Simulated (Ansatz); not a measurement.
# Au: energy against volume and a worked fit

Symmetry: Fm-3m, No. 225, cubic system. Conventional cell: a = 4.070 Å, b = 4.070 Å, c = 4.070 Å, α = 90.00°, β = 90.00°, γ = 90.00°. Around Au (site symmetry m-3m) lie 12 Au at 2.88 Å.

The cell was scaled at fixed shape and fractions and run with Ansatz, Ansatz PAW, cutoff 500 eV; r2SCAN+rVV10, k mesh 11 × 11 × 11 on the cell of 1 atom, fermi-dirac occupations of 0.05 eV, no spin polarisation, no spin-orbit coupling. The potentials were made for PBE. Energies are those that the program minimises, any entropy of the smearing included. For a metal such a mesh isn't converged to the digits shown.

| V (Å³/atom) | energy over the lowest row (meV/atom) |
| --- | --- |
| 15.8435 | 70.05 |
| 16.1806 | ? |
| 16.5177 | 16.63 |
| 16.8548 | 4.29 |
| 17.1919 | 0.00 |
| 17.5290 | 2.73 |
| 17.8661 | 11.63 |

**Question.** Fit the third-order Birch-Murnaghan form, give V0, B0 and B′, and predict the energy left open.

**Answer.** With y = (V0/V)^(2/3), E = E0 + (9 V0 B0/16) [(y - 1)³ B′ + (y - 1)² (6 - 4y)]. Least squares through the rows shown give V0 = 17.2222 Å³/atom, E0 = -0.03 meV, B0 = 168.6 GPa (1 eV/Å³ = 160.218 GPa) and B′ = 5.76, with a largest miss of 0.01 meV. At V = 16.1806 the form with these constants gives 38.12 meV; the run gave 38.12 meV an atom. Measured volume: 16.96 Å³/atom at 298.15 K (a printed reference work), so the fit lies +1.5 % from it. The runs are for a static lattice.
